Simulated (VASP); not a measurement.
# CuO (Tenorite) under changes of volume

One of the cells (10.667 Å³/atom); the others are scaled copies at fixed shape and fractional positions:

```xyz
4
Lattice="2.0956 -1.9861 0.1581 2.0956 1.9861 0.1581 -0.4113 0.0000 5.0948" Properties=species:S:1:pos:R:3 pbc="T T T"
Cu    0.8421   -0.9931    2.6265
Cu    0.6365    0.9931    5.1739
O     1.7871    0.0074    3.9792
O     1.9928   -0.0074    1.4318
```

```yaml
Program: VASP 6.6.1
Functional: PBEsol
Potentials_or_basis: VASP PAW PBE potentials, release 64 (Cu, O)
Cutoff: 520 eV
k_mesh: 8 × 8 × 4
Occupations: fermi-dirac, width 0.05 eV
Spin: no spin polarisation
```

| volume (Å³/atom) | energy over the lowest point (meV/atom) | pressure (GPa) | largest force (eV/Å) |
| --- | --- | --- | --- |
| 10.240 | 11.41 | 8.1 | 0.005 |
| 10.454 | 3.09 | 4.0 | 0.007 |
| 10.667 | 0.00 | 0.3 | 0.009 |
| 10.880 | ? | ? | ? |
| 11.094 | 7.31 | -6.0 | 0.013 |

Task: What does the run at 10.880 Å³/atom give?

Result: Energy over the lowest point 1.57 meV/atom; pressure -3.1 GPa; largest force 0.011 eV/Å.

Worked out: A Birch-Murnaghan fit of order 2 (a polynomial in V^(-2/3)) to the other rows has its minimum at 10.70 Å³/atom with B0 = V·E''(V) = 173 GPa at fixed shape and positions, which overstates the stiffness. It gives 1.53 meV/atom at 10.880 Å³/atom, against the run's 1.57, and -dE/dV = -2.8 GPa, against -3.1.

Energies are extrapolated to zero smearing.

Caveats: the PAW data sets were made with another functional, which shifts forces and pressure a little; the run has no spin polarisation, though such a crystal can be magnetic.
